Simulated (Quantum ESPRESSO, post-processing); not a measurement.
# black phosphorene, 1 layer, stepped through strain along the second axis, part 6 of 6

Aim: how the results for black phosphorene, 1 layer change with strain along the second axis.

Quantum ESPRESSO 7.5; plane-wave DFT, PBE, GBRV ultrasoft pseudopotentials.

So far. Step 3 (Relaxing the ions, -4 %): The relaxation lowers the energy by 1 meV an atom. Step 6 (Band structure, -4 %): Along this path the valence top lies near Γ and the conduction bottom at Γ.

## Step 11: Relaxing the ions, 4 %

The input, m8.relax.in:

```
&control
  prefix = 'm8.relax'
  outdir = './out'
  pseudo_dir = './pseudo'
  nstep = 40
  forc_conv_thr = 0.0003
  calculation = 'relax'
  tstress = .true.
/
&system
  ibrav = 0
  nat = 4
  ntyp = 1
  ecutwfc = 50
  ecutrho = 250
  occupations = 'smearing'
  smearing = 'fd'
  degauss = 0.002
/
&electrons
  conv_thr = 1e-09
  mixing_beta = 0.4
  electron_maxstep = 120
  mixing_mode = 'plain'
/
&ions
/
ATOMIC_SPECIES
  P   30.9738  p_pbe_v1.5.uspp.F.UPF
CELL_PARAMETERS angstrom
  4.62062627700000 0.00000000000000 0.00000000000000
  0.00000000000000 3.43349054152000 0.00000000000000
  0.00000000000000 0.00000000000000 17.24000000000000
ATOMIC_POSITIONS crystal
  P   0.088876791600 0.000000000000 0.438878701600
  P   0.411439913100 0.500000000000 0.438883251500
  P   0.588560086900 0.500000000000 0.561116748500
  P   0.911123208400 0.000000000000 0.561121298400
K_POINTS automatic
  8 10 1 0 0 0
```

The run is started by

```
$ OMP_NUM_THREADS=1 mpirun -n 4 pw.x -nk 4 -in m8.relax.in > m8.relax.out
```

Log:

```text
[banner, memory and clock lines left out]
Program PWSCF v.7.5 starts
[...]
Message from routine setup:
[...]
number of electrons       =        20.00
     number of Kohn-Sham states=           14
     kinetic-energy cutoff     =      50.0000  Ry
     charge density cutoff     =     250.0000  Ry
[...]
number of k points=    30  Fermi-Dirac smearing, width (Ry)=  0.0020
[...]
Dense  grid:   123193 G-vectors     FFT dimensions: (  45,  36, 180)
[...]
negative rho (up, down):  7.526E-05 0.000E+00
     Starting wfcs are   16 randomized atomic wfcs
[...]
negative rho (up, down):  8.657E-06 0.000E+00
[...]
estimated scf accuracy    <       0.05921356 Ry
[...]
negative rho (up, down):  6.268E-05 0.000E+00
[...]
estimated scf accuracy    <       0.01826613 Ry
[...]
negative rho (up, down):  8.170E-05 0.000E+00
[...]
estimated scf accuracy    <       0.00032474 Ry
[...]
negative rho (up, down):  9.650E-05 0.000E+00
[...]
estimated scf accuracy    <       0.00006986 Ry
[...]
negative rho (up, down):  1.066E-04 0.000E+00
[...]
estimated scf accuracy    <       0.00000918 Ry
[...]
negative rho (up, down):  1.123E-04 0.000E+00
[...]
estimated scf accuracy    <       0.00000076 Ry
[...]
negative rho (up, down):  1.165E-04 0.000E+00
[...]
estimated scf accuracy    <       0.00000084 Ry
[...]
negative rho (up, down):  1.189E-04 0.000E+00
[...]
estimated scf accuracy    <       0.00000005 Ry
[...]
negative rho (up, down):  1.204E-04 0.000E+00
[...]
estimated scf accuracy    <          4.1E-09 Ry
[...]
negative rho (up, down):  1.212E-04 0.000E+00
[...]
estimated scf accuracy    <          1.3E-09 Ry
[...]
negative rho (up, down):  1.226E-04 0.000E+00
[...]
the Fermi energy is    -1.1054 ev
!    total energy              =     -62.06017887 Ry
     estimated scf accuracy    <          9.0E-11 Ry
     smearing contrib. (-TS)   =      -0.00000000 Ry
     internal energy E=F+TS    =     -62.06017887 Ry
[...]
one-electron contribution =    -269.05821106 Ry
     hartree contribution      =     137.97381017 Ry
     xc contribution           =     -23.47007411 Ry
     ewald contribution        =      92.49429612 Ry
     convergence has been achieved in  11 iterations
     negative rho (up, down):  1.226E-04 0.000E+00
[...]
Total force =     0.011084     Total SCF correction =     0.000013
[...]
negative rho (up, down):  1.226E-04 0.000E+00
[...]
negative rho (up, down):  1.228E-04 0.000E+00
[...]
negative rho (up, down):  1.227E-04 0.000E+00
[...]
estimated scf accuracy    <       0.00000192 Ry
[...]
negative rho (up, down):  1.227E-04 0.000E+00
[...]
estimated scf accuracy    <       0.00000057 Ry
[...]
negative rho (up, down):  1.228E-04 0.000E+00
[...]
estimated scf accuracy    <       0.00000002 Ry
[...]
negative rho (up, down):  1.228E-04 0.000E+00
[...]
estimated scf accuracy    <          3.8E-09 Ry
[...]
negative rho (up, down):  1.229E-04 0.000E+00
[...]
the Fermi energy is    -1.1028 ev
!    total energy              =     -62.06028082 Ry
     estimated scf accuracy    <          1.7E-10 Ry
     smearing contrib. (-TS)   =      -0.00000000 Ry
     internal energy E=F+TS    =     -62.06028082 Ry
[...]
one-electron contribution =    -269.21914398 Ry
     hartree contribution      =     138.05010391 Ry
     xc contribution           =     -23.47486260 Ry
     ewald contribution        =      92.58362185 Ry
     convergence has been achieved in   5 iterations
     negative rho (up, down):  1.229E-04 0.000E+00
[...]
Total force =     0.007361     Total SCF correction =     0.000017
[...]
negative rho (up, down):  1.229E-04 0.000E+00
[...]
negative rho (up, down):  1.232E-04 0.000E+00
[...]
negative rho (up, down):  1.231E-04 0.000E+00
[...]
estimated scf accuracy    <       0.00000239 Ry
[...]
negative rho (up, down):  1.231E-04 0.000E+00
[...]
estimated scf accuracy    <       0.00000071 Ry
[...]
negative rho (up, down):  1.231E-04 0.000E+00
[...]
estimated scf accuracy    <       0.00000002 Ry
[...]
negative rho (up, down):  1.231E-04 0.000E+00
[...]
estimated scf accuracy    <          5.4E-09 Ry
[...]
negative rho (up, down):  1.232E-04 0.000E+00
[...]
estimated scf accuracy    <          3.0E-10 Ry
[...]
negative rho (up, down):  1.232E-04 0.000E+00
[...]
estimated scf accuracy    <          4.0E-11 Ry
[...]
negative rho (up, down):  1.232E-04 0.000E+00
[...]
the Fermi energy is    -1.1000 ev
!    total energy              =     -62.06034631 Ry
     estimated scf accuracy    <          4.7E-12 Ry
     smearing contrib. (-TS)   =      -0.00000000 Ry
     internal energy E=F+TS    =     -62.06034631 Ry
[...]
one-electron contribution =    -269.43600919 Ry
     hartree contribution      =     138.15378870 Ry
     xc contribution           =     -23.48048684 Ry
     ewald contribution        =      92.70236103 Ry
     convergence has been achieved in   7 iterations
     negative rho (up, down):  1.232E-04 0.000E+00
[...]
Total force =     0.003588     Total SCF correction =     0.000003
[...]
negative rho (up, down):  1.232E-04 0.000E+00
[...]
negative rho (up, down):  1.237E-04 0.000E+00
[...]
negative rho (up, down):  1.235E-04 0.000E+00
[...]
estimated scf accuracy    <       0.00000222 Ry
[...]
negative rho (up, down):  1.234E-04 0.000E+00
[...]
estimated scf accuracy    <       0.00000064 Ry
[...]
negative rho (up, down):  1.234E-04 0.000E+00
[...]
estimated scf accuracy    <       0.00000002 Ry
[...]
negative rho (up, down):  1.234E-04 0.000E+00
[...]
estimated scf accuracy    <          2.9E-09 Ry
[...]
negative rho (up, down):  1.234E-04 0.000E+00
[...]
estimated scf accuracy    <          1.8E-10 Ry
[...]
negative rho (up, down):  1.235E-04 0.000E+00
[...]
estimated scf accuracy    <          4.7E-11 Ry
[...]
negative rho (up, down):  1.235E-04 0.000E+00
[...]
the Fermi energy is    -1.0976 ev
!    total energy              =     -62.06036739 Ry
     estimated scf accuracy    <          6.6E-12 Ry
     smearing contrib. (-TS)   =      -0.00000000 Ry
     internal energy E=F+TS    =     -62.06036739 Ry
[...]
one-electron contribution =    -269.68247990 Ry
     hartree contribution      =     138.27245283 Ry
     xc contribution           =     -23.48607299 Ry
     ewald contribution        =      92.83573267 Ry
     convergence has been achieved in   7 iterations
     negative rho (up, down):  1.235E-04 0.000E+00
[...]
Total force =     0.001239     Total SCF correction =     0.000004
[...]
negative rho (up, down):  1.235E-04 0.000E+00
[...]
negative rho (up, down):  1.236E-04 0.000E+00
[...]
negative rho (up, down):  1.235E-04 0.000E+00
[...]
estimated scf accuracy    <       0.00000005 Ry
[...]
negative rho (up, down):  1.235E-04 0.000E+00
[...]
estimated scf accuracy    <       0.00000001 Ry
[...]
negative rho (up, down):  1.235E-04 0.000E+00
[...]
estimated scf accuracy    <          7.3E-10 Ry
[...]
negative rho (up, down):  1.235E-04 0.000E+00
[...]
estimated scf accuracy    <          2.1E-10 Ry
[...]
negative rho (up, down):  1.235E-04 0.000E+00
[...]
estimated scf accuracy    <          1.0E-10 Ry
[...]
negative rho (up, down):  1.235E-04 0.000E+00
[...]
the Fermi energy is    -1.0976 ev
!    total energy              =     -62.06036869 Ry
     estimated scf accuracy    <          1.5E-12 Ry
     smearing contrib. (-TS)   =      -0.00000000 Ry
     internal energy E=F+TS    =     -62.06036869 Ry
[...]
one-electron contribution =    -269.72961309 Ry
     hartree contribution      =     138.29559702 Ry
     xc contribution           =     -23.48670666 Ry
     ewald contribution        =      92.86035405 Ry
     convergence has been achieved in   6 iterations
     negative rho (up, down):  1.235E-04 0.000E+00
[...]
Total force =     0.000793     Total SCF correction =     0.000001
[...]
negative rho (up, down):  1.235E-04 0.000E+00
[...]
negative rho (up, down):  1.236E-04 0.000E+00
[...]
negative rho (up, down):  1.235E-04 0.000E+00
[...]
estimated scf accuracy    <       0.00000005 Ry
[...]
negative rho (up, down):  1.235E-04 0.000E+00
[...]
estimated scf accuracy    <       0.00000001 Ry
[...]
negative rho (up, down):  1.235E-04 0.000E+00
[...]
estimated scf accuracy    <          8.4E-10 Ry
[...]
negative rho (up, down):  1.235E-04 0.000E+00
[...]
estimated scf accuracy    <          1.4E-10 Ry
[...]
negative rho (up, down):  1.234E-04 0.000E+00
[...]
estimated scf accuracy    <          3.5E-11 Ry
[...]
negative rho (up, down):  1.234E-04 0.000E+00
[...]
the Fermi energy is    -1.0976 ev
!    total energy              =     -62.06036943 Ry
     estimated scf accuracy    <          1.2E-12 Ry
     smearing contrib. (-TS)   =      -0.00000000 Ry
     internal energy E=F+TS    =     -62.06036943 Ry
[...]
one-electron contribution =    -269.77272769 Ry
     hartree contribution      =     138.31690308 Ry
     xc contribution           =     -23.48714548 Ry
     ewald contribution        =      92.88260066 Ry
     convergence has been achieved in   6 iterations
     negative rho (up, down):  1.234E-04 0.000E+00
[...]
Total force =     0.000222     Total SCF correction =     0.000001
[...]
negative rho (up, down):  1.234E-04 0.000E+00
[...]
```

The job ended after 2.5 min (4 MPI ranks of Intel Xeon at 2.70GHz, shared host; peak memory 0.89 GiB; 10 min of CPU time).

Step by step:

| step | energy less that of the first step (eV) | largest force (eV/Å) |
| --- | --- | --- |
| 1 | 0.0000 | 0.1459 |
| 2 | -0.0014 | 0.0975 |
| 3 | -0.0023 | 0.0480 |
| 4 | -0.0026 | 0.0168 |
| 5 | -0.0026 | 0.0112 |
| 6 | -0.0026 | 0.0036 |

Final coordinates:

```cif
data_structure
_symmetry_space_group_name_H-M 'P 1'
_symmetry_Int_Tables_number 1
_cell_length_a 4.6206
_cell_length_b 3.4335
_cell_length_c 17.2400
_cell_angle_alpha 90.000
_cell_angle_beta 90.000
_cell_angle_gamma 90.000
_cell_volume 273.51
loop_
_atom_site_label
_atom_site_type_symbol
_atom_site_fract_x
_atom_site_fract_y
_atom_site_fract_z
_atom_site_occupancy
P1 P 0.09048 0.00000 0.43917 1
P2 P 0.40964 0.50000 0.43917 1
P3 P 0.59036 0.50000 0.56083 1
P4 P 0.90952 0.00000 0.56083 1
```

This step gave:

```
free energy  : -844.3743 eV
Fermi energy : -1.098 eV
```

## Step 12: SCF with pw.x, 4 %

The input, m8.scf.in:

```
&control
  prefix = 'm8.scf'
  outdir = './out'
  pseudo_dir = './pseudo'
  calculation = 'scf'
  tprnfor = .true.
/
&system
  ibrav = 0
  nat = 4
  ntyp = 1
  ecutwfc = 40
  ecutrho = 200
  occupations = 'smearing'
  smearing = 'fd'
  degauss = 0.002
  nbnd = 14
/
&electrons
  conv_thr = 1e-09
  mixing_beta = 0.4
  electron_maxstep = 120
  mixing_mode = 'plain'
/
ATOMIC_SPECIES
  P   30.9738  p_pbe_v1.5.uspp.F.UPF
CELL_PARAMETERS angstrom
  4.62062627700000 0.00000000000000 0.00000000000000
  0.00000000000000 3.43349054152000 0.00000000000000
  0.00000000000000 0.00000000000000 17.24000000000000
ATOMIC_POSITIONS crystal
  P   0.090475738400 0.000000000000 0.439171005300
  P   0.409638057500 0.500000000000 0.439171100500
  P   0.590361942500 0.500000000000 0.560828899500
  P   0.909524261600 0.000000000000 0.560828994700
K_POINTS automatic
  8 10 1 0 0 0
```

The run is started by

```
$ OMP_NUM_THREADS=1 mpirun -n 4 pw.x -nk 4 -in m8.scf.in > m8.scf.out
```

Log:

```text
[banner, memory and clock lines left out]
Program PWSCF v.7.5 starts
[...]
Message from routine setup:
[...]
number of electrons       =        20.00
     number of Kohn-Sham states=           14
     kinetic-energy cutoff     =      40.0000  Ry
     charge density cutoff     =     200.0000  Ry
[...]
number of k points=    30  Fermi-Dirac smearing, width (Ry)=  0.0020
[...]
Dense  grid:    88217 G-vectors     FFT dimensions: (  40,  30, 150)
[...]
negative rho (up, down):  1.058E-04 0.000E+00
     Starting wfcs are   16 randomized atomic wfcs
[...]
negative rho (up, down):  1.687E-04 0.000E+00
[...]
estimated scf accuracy    <       0.06017260 Ry
[...]
negative rho (up, down):  2.392E-04 0.000E+00
[...]
estimated scf accuracy    <       0.01850397 Ry
[...]
negative rho (up, down):  2.532E-04 0.000E+00
[...]
estimated scf accuracy    <       0.00033284 Ry
[...]
negative rho (up, down):  2.619E-04 0.000E+00
[...]
estimated scf accuracy    <       0.00007196 Ry
[...]
negative rho (up, down):  2.688E-04 0.000E+00
[...]
estimated scf accuracy    <       0.00000906 Ry
[...]
negative rho (up, down):  2.717E-04 0.000E+00
[...]
estimated scf accuracy    <       0.00000074 Ry
[...]
negative rho (up, down):  2.751E-04 0.000E+00
[...]
estimated scf accuracy    <       0.00000101 Ry
[...]
negative rho (up, down):  2.768E-04 0.000E+00
[...]
estimated scf accuracy    <       0.00000005 Ry
[...]
negative rho (up, down):  2.779E-04 0.000E+00
[...]
estimated scf accuracy    <          7.5E-09 Ry
[...]
negative rho (up, down):  2.785E-04 0.000E+00
[...]
estimated scf accuracy    <          1.8E-09 Ry
[...]
negative rho (up, down):  2.795E-04 0.000E+00
[...]
the Fermi energy is    -1.0981 ev
!    total energy              =     -62.06028774 Ry
     estimated scf accuracy    <          1.0E-10 Ry
     smearing contrib. (-TS)   =      -0.00000000 Ry
     internal energy E=F+TS    =     -62.06028774 Ry
[...]
one-electron contribution =    -269.77229361 Ry
     hartree contribution      =     138.31663700 Ry
     xc contribution           =     -23.48723180 Ry
     ewald contribution        =      92.88260068 Ry
     convergence has been achieved in  11 iterations
     negative rho (up, down):  2.795E-04 0.000E+00
[...]
Total force =     0.000211     Total SCF correction =     0.000018
[...]
```

Elapsed: 26 s, on 4 MPI ranks; peak memory 0.46 GiB; 100 s of CPU time.

Read from the output:

- free energy: -844.3732 eV
- valence top, on the run's zero: -1.675 eV
- conduction bottom, on the run's zero: -0.5523 eV
- gap by band count: 1.123 eV

## Step 13: The series side by side

The series in one table, energies over the lowest:

| strain along the second axis | energy (eV) | gap along the path (eV) | upper vacuum level over the valence top of the mesh (eV) | lower vacuum level over that top (eV) |
| --- | --- | --- | --- | --- |
| -4 % | 0.0876 | 0.6858 | 5.046 | 5.046 |
| -3 % | 0.0485 | 0.7375 | 5.049 | 5.049 |
| -2 % | 0.0213 | 0.7949 | 5.049 | 5.049 |
| -1 % | 0.0054 | 0.8483 | 5.048 | 5.048 |
| 0 % | 0.0000 | 0.9011 | 5.047 | 5.047 |
| 1 % | 0.0043 | 0.9514 | 5.047 | 5.047 |
| 2 % | 0.0177 | 1.006 | 5.05 | 5.05 |
| 3 % | 0.0396 | 1.062 | 5.054 | 5.054 |
| 4 % | 0.0692 | 1.123 | 5.061 | 5.061 |

## Step 14: By hand

A parabola through the energies within ±2 % has E = 48.86 eV × ε² -0.083 eV × ε; for the curvature, over A = 15.255 Å² this is 48.86 × 2/15.255 × 16.02 = 103 N/m.

## Step 15: Outcome

```yaml
in_plane_stiffness_along_the_strain: 103 N/m
gap_along_the_path_at_minus_4_and_at_4: 0.69, 1.12 eV
upper_vacuum_level_over_the_valence_top_of_the_mesh_at_minus_4_and_at_4: 5.05, 5.06 eV
lower_vacuum_level_over_that_top_at_minus_4_and_at_4: 5.05, 5.06 eV
```

The series holds 9 members; in-plane stiffness along the strain: 103 N/m (PBE, GBRV ultrasoft). The energy is lowest near zero strain. From -4 % to 4 % the gap along the path rises from 0.69 to 1.12 eV. From -4 % to 4 % the upper vacuum level over the valence top of the mesh stays within 0.015 eV. From -4 % to 4 % the lower vacuum level over that top stays within 0.015 eV. Semilocal gaps are too small; the 1×1 cell can't ripple over many cells under compression as a free sheet would. No spin-orbit coupling.

[Logs are printed without paths, hosts, clocks, repeated set-up lines and the standing remarks that a program may print on its own settings, such as how far it seeks lower states.]

[Hosts, paths, dates, database ids (printed as entryN), source tags and the programs' standing remarks are cut or masked in the printed files.]

[Maps of the electrostatic potential energy from Ansatz leave out the sawtooth potential of an applied field or a dipole correction, so their vacuum need not be flat; planar profiles and work functions include it.]
